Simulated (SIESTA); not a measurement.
## Mo under changes of volume

One of the cells (15.892 Å³/atom); the others are scaled copies at fixed shape and fractional positions:

```
CELL_PARAMETERS angstrom
-1.58381 1.58381 1.58381
1.58381 -1.58381 1.58381
1.58381 1.58381 -1.58381
ATOMIC_POSITIONS crystal
Mo 0.00000 0.00000 0.00000
```

```yaml
Program: SIESTA 5.4.2
Functional: PBE
Potentials_or_basis: PseudoDojo 0.4 standard (PBE files)
Basis: TZDP (energy shift 0.002 Ry)
Grid_cutoff: 800 Ry
Energy_shift: 0.002 Ry
k_mesh: 12 × 12 × 12
Occupations: fermi-dirac, width 0.05 eV
Spin: no spin polarisation
```

```csv
volume (Å³/atom),energy over the lowest point (meV/atom),pressure (GPa)
14.938,43.50,16.8
15.256,16.87,10.2
15.574,?,?
15.892,0.00,-1.3
16.209,7.45,-6.1
16.527,24.04,-10.5
16.845,48.81,-14.4
```

Task: What does the run at 15.574 Å³/atom give?

Result: Energy over the lowest point 2.82 meV/atom; pressure 4.2 GPa.

Worked out: A Birch-Murnaghan fit of order 3 (a polynomial in V^(-2/3)) to the other rows has its minimum at 15.81 Å³/atom with B0 = V·E''(V) = 262 GPa and B' = 4.3. It gives 2.78 meV/atom at 15.574 Å³/atom, against the run's 2.82, and -dE/dV = 4.1 GPa, against 4.2.

Energies are extrapolated to zero smearing.

Caveats: semicore shells carry a single zeta, which can move pressures by several GPa and volumes by a few percent; the basis of atomic orbitals isn't converged, which shifts pressures, moduli and gaps.
